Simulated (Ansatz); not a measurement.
Bands of Cs

```xyz
2
Lattice="0.0000 5.7337 5.7337 5.7337 0.0000 5.7337 5.7337 5.7337 0.0000" Properties=species:S:1:pos:R:3 pbc="T T T"
Cs    0.0000    0.0000    0.0000
Cs    2.8669    2.8669    2.8669
```

Atom numbers follow the list: Cs1, Cs2.

Conventional cell: a = 11.467 Å, b = 11.467 Å, c = 11.467 Å, α = 90.00°, β = 90.00°, γ = 90.00°.

The cell was built from the diamond type and relaxed in the same program, and has space group Fd-3m; it needn't be a known or the stable phase.

No spin–orbit coupling, which matters for the heavy atoms here.

These are results of DFT, PBE, all-electron LAPW, scalar-relativistic (Ansatz 0.2.0), not measurements.

Sampling and basis: a Γ-centred 11×11×11 k mesh, Fermi–Dirac smearing of 0.05 eV, basis error target 0.25 meV/atom, no spin polarisation.

Points in fractions of the reciprocal vectors of this cell: Γ (0, 0, 0), X (0.5, 0, 0.5), U (0.625, 0.25, 0.625), K (0.375, 0.375, 0.75), L (0.5, 0.5, 0.5), W (0.5, 0.25, 0.75). The path joins them by straight lines in the order Γ–X–U–K–Γ–L–W–X; legs that retrace an earlier one aren't tabulated. Energies are in eV from the Fermi level.

Task: Is there a gap?

Result: None at this level of theory (metallic, semimetallic, or a small gap that the functional closes).

Task: List the levels between -14 and 0 eV at the symmetry points.

Result: 
Γ: -11.17 (×3), -11.08 (×3), -1.28
X: -11.19 (×2), -11.13 (×2), -11.07 (×2), -0.01 (×2)
U: -11.19, -11.19, -11.14, -11.12, -11.07 (×2), -0.10
K: -11.19, -11.19, -11.14, -11.12, -11.07 (×2), -0.10
L: -11.18 (×2), -11.17, -11.09, -11.07 (×2), -0.56
W: -11.19 (×2), -11.13 (×2), -11.07 (×2)
